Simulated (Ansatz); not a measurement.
# PbSe (P1): exact exchange against the cheap answer

How far do hybrid functionals move PbSe (P1) from its cheap description, and at what price?

Program: Ansatz 0.2.0. Level of theory: DFT at several levels, plane waves, PAW. These are calculated values, not measurements.

2 further runs of the same task are left out: 1 that didn't finish, 1 set aside as unsound or not needed.

## Step 1: The starting structure

The structure is triclinic, space group P1 (No. 1). The conventional cell has a = 4.405 Å, b = 4.409 Å, c = 12.430 Å, α = 79.99°, β = 79.84°, γ = 90.00°. Pb (site symmetry 1) has 5 Se at 2.83 to 3.12 Å as nearest neighbours. Pb (site symmetry 1) has 5 Se at 2.83 to 3.13 Å as nearest neighbours. Around Se (site symmetry 1) lie 5 Pb at 2.83 to 3.12 Å. Around Se (site symmetry 1) lie 5 Pb at 2.83 to 3.13 Å.

Cell or atoms stand a little off a more symmetric structure (I4/mmm at a tolerance of 0.3 Å), so results at this geometry aren't those of that ideal crystal.

Coordinates:

```
CELL_PARAMETERS angstrom
4.40905 0.00504 -0.00828
-0.00526 4.40521 0.00196
-2.22441 -2.19984 12.04626
ATOMIC_POSITIONS crystal
Pb 0.18221 0.20025 0.38615
Pb 0.80136 0.81359 0.61484
Se 0.67835 0.69818 0.38013
Se 0.30198 0.31813 0.62086
```

An earlier run at PBE left this cell at 58.477 Å³/atom and 0.02 GPa (6×6×6 mesh), gap on the mesh 1.66 eV.

The cell stays fixed from here on.

Levels to run, all on a 4×4×1 mesh: PBE; HSE06 form (fraction 0.5); HSE06 form (fraction 0.35); HSE06 form (screening 0.1 Å⁻¹); r²SCAN50. Hardware: 4 threads of Intel Xeon Platinum 8488C (Sapphire Rapids), shared host.

## Step 2: PBE

Input file input.yaml:

```yaml
crystal:
  lattice:
    - [4.4090481499, 0.0050402805, -0.0082826192]
    - [-0.0052571138, 4.4052091211, 0.0019640753]
    - [-2.2244097933, -2.1998384102, 12.0462632283]
  atoms:
    - { symbol: Pb, position: [0.1822088175, 0.2002484073, 0.3861527877] }
    - { symbol: Pb, position: [0.8013593723, 0.8135947986, 0.6148422371] }
    - { symbol: Se, position: [0.6783450598, 0.6981839882, 0.3801265377] }
    - { symbol: Se, position: [0.3019787504, 0.3181278059, 0.6208564374] }
basis:
  ecutwfc: 420
  ecutrho_ratio: 4
kpoints:
  mp_grid: { grid: [4, 4, 1] }
hamiltonian:
  xc: pbe
scf:
  occupations: { method: gaussian, width: 0.05 }
output:
  forces: true
  stress: true
  eigenvalues: true
  populations: true
  write_density: true
  write_potential: true
  elf: true
  volumetric_format: npy
```

Started as:

```bash
> ansatz run input.yaml --threads 4 --pin off --max-ram 6144MiB --backend cpu --events-out ev --progress --plain --runs-dir out
```

After this run come: HSE06 form (fraction 0.5); HSE06 form (fraction 0.35); HSE06 form (screening 0.1 Å⁻¹); r²SCAN50.

What does the calculation give? Wanted: for each run, exact exchange; change of gap; pressure.

The runs gave:

| level | exact exchange | gap on the mesh (eV) | change of gap (eV) | pressure (GPa) | wall time | CPU time |
| --- | --- | --- | --- | --- | --- | --- |
| PBE | 0.00 | 1.66 | 0 | 0.0 | 1.8 s | 6.5 s |
| HSE06 form (fraction 0.5) | 0.50 | 2.75 | +1.09 | -1.1 | 74 s | 4.6 min |
| HSE06 form (fraction 0.35) | 0.35 | 2.39 | +0.73 | -0.8 | 60 s | 3.7 min |
| HSE06 form (screening 0.1 Å⁻¹) | 0.25 | 2.42 | +0.76 | -0.6 | 61 s | 3.8 min |
| r²SCAN50 | 0.50 | 4.10 | +2.44 | -1.1 | 1.9 min | 7.1 min |

Changes count from PBE. Times are on 4 threads of Intel Xeon Platinum 8488C (Sapphire Rapids), shared host; the hybrid runs also made densities of states.

Against 1.66 eV at PBE, the runs with exact exchange give 2.39 (HSE06 form (fraction 0.35)) to 4.10 eV (r²SCAN50). The pressure spans -1.1 to 0.0 GPa, negative where a level wants a smaller cell on this coarse mesh, whose own error is in all of them. The median run with exact exchange took 39 times the CPU time of the cheap one. The cutoffs differ: 500 eV for r²SCAN50, 420 eV otherwise. Gaps are over this coarse mesh alone, and total energies of different levels can't be compared. Spin–orbit coupling is left out, though the cell holds Pb; in elements this heavy it can shift levels and gaps by tenths of an eV. The program warned that the SCF threshold is loose for the stress of this hybrid run. No dispersion term is included, so distances between weakly bound layers or units are the least certain numbers.
